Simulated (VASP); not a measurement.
Set up this calculation in VASP 6.6.1, as an ASE script.

```yaml
Task: single point
Functional: RPBE
Potentials_or_basis: VASP PAW PBE potentials, release 64 (Tm_3), 4f in core
Cutoff: 600 eV
k_mesh: 10 × 10 × 10
Occupations: gaussian, width 0.1 eV
Spin: collinear spin, ferromagnetic start
Starting_moments: "[2.0] μB"
Further_INCAR_settings: ALGO = Normal; EDIFF = 1.00e-06; NBANDS = 14
```

The structure of Tm lies in Tm.cif:

```cif
data_Tm
_cell_length_a 3.41309263
_cell_length_b 3.41309263
_cell_length_c 3.41309263
_cell_angle_alpha 109.47122063
_cell_angle_beta 109.47122063
_cell_angle_gamma 109.47122063
_space_group_name_H-M_alt 'P1'
_space_group_name_Hall 'P 1'
_space_group_IT_number 1
loop_
_space_group_symop_operation_xyz
'x,y,z'
loop_
_atom_site_label
_atom_site_type_symbol
_atom_site_symmetry_multiplicity
_atom_site_Wyckoff_symbol
_atom_site_fract_x
_atom_site_fract_y
_atom_site_fract_z
_atom_site_occupancy
Tm1 Tm 1 a 0.0000000000 0.0000000000 0.0000000000 1
```

This isn't the form of Tm at room conditions, which is hcp.

One way to write it, as run:

run.py

```python
from ase.calculators.vasp import Vasp
from ase.dft.bandgap import bandgap
from ase.io import read

atoms = read('Tm.cif')
atoms.set_initial_magnetic_moments([2.0])
calc = Vasp(
    directory='calc',
    xc='rpbe',
    pp='PBE',
    setups={'base': 'minimal', 'Tm': '_3'},
    prec='Accurate',
    encut=600,
    ediff=1e-06,
    ismear=0,
    sigma=0.1,
    lreal=False,
    lasph=True,
    nelm=100,
    algo='Normal',
    isif=2,
    lwave=False,
    lcharg=True,
    ispin=2,
    lorbit=11,
    lmaxmix=6,
    lelf=True,
    lvhar=True,
    kpts=[10, 10, 10],
    gamma=True,
    nbands=14,
)
atoms.calc = calc

print('energy (eV):', atoms.get_potential_energy())
print('free energy (eV):', atoms.get_potential_energy(force_consistent=True))
print('forces (eV/A):')
print(atoms.get_forces())
print('stress (eV/A^3, Voigt):', atoms.get_stress())
print('Fermi level (eV):', calc.get_fermi_level())
print('moment (muB):', atoms.get_magnetic_moment())
print('site moments (muB):', atoms.get_magnetic_moments())
gap, top, bottom = bandgap(calc)
print('band gap (eV):', gap, 'from (spin, k, band)', top, 'to', bottom)
```

Potentials or basis: VASP PAW PBE potentials, release 64 (Tm_3), 4f in core.

Command:

```bash
$ python run.py
```

It gave:

The pressure is 2.1 GPa and the band gap on the k mesh is none (metal or under the smearing width). The net moment is 0.35 μB per cell. The site moments are Tm +0.28 μB and the valence electrons inside the program's atomic spheres are Tm 8.11.

Caveat: the magnetic or orbital state may not be the lowest; the PAW data sets were made with another functional, which shifts forces and pressure a little; spin-orbit coupling is left out, which moves the levels of the heavy elements; the 4f electrons are frozen in the core as for a trivalent ion, so they carry no moment and show no levels.

Run time: 35 s on 1 thread of AMD EPYC 9R45 (Zen 5) (shared host), peak memory 0.17 GiB.
